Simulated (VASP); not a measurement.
# BaF2 (Frankdicksonite): dielectric tensor with PBE

The system is BaF2 (Frankdicksonite).

```
Ba F
1.0
     0.00000    3.08822    3.08822
     3.08822    0.00000    3.08822
     3.08822    3.08822    0.00000
Ba F
1 2
Direct
  0.00000 0.00000 0.00000
  0.25000 0.25000 0.25000
  0.75000 0.75000 0.75000
```

```yaml
Program: VASP 6.6.1
Task: dielectric tensor
Functional: PBE
Potentials_or_basis: VASP PAW PBE potentials, release 64 (Ba_sv, F)
Cutoff: 520 eV
k_mesh: 12 × 12 × 12
Occupations: gaussian, width 0.03 eV
Spin: no spin polarisation
Monkhorst-Pack_mesh: yes
Further_INCAR_settings: ALGO = Normal; EDIFF = 1e-08
```

| Item | Value |
| --- | --- |
| Electronic dielectric tensor (diagonal) | 2.36 |
| Born charges (mean of the diagonal) | Ba +2.59; F -1.29 e |

Levels at points of the mesh, in eV from the valence-band top:
```tsv
k point	band 9	band 10	band 11	band 12	band 13	band 14	band 15	band 16
(0.04, 0.04, 0.04)	-1.51	-0.10	-0.09	-0.09	6.85	9.22	9.22	11.45
```

Electronic dielectric tensor:
```
2.36 0.00 0.00
0.00 2.36 0.00
0.00 0.00 2.36
```

Born effective charge tensors (e):
atom 1, Ba
```
2.59 0.00 0.00
0.00 2.59 0.00
0.00 0.00 2.59
```
atom 2, F
```
-1.29  0.00  0.00
 0.00 -1.29  0.00
 0.00  0.00 -1.29
```
atom 3, F
```
-1.29  0.00  0.00
 0.00 -1.29  0.00
 0.00  0.00 -1.29
```

It took 20 min on 2 MPI ranks on AMD EPYC 7R13 Processor (Zen 3) (shared host), peak memory 1 GiB a rank.

Spin-orbit coupling is left out, which matters for the levels of Ba.
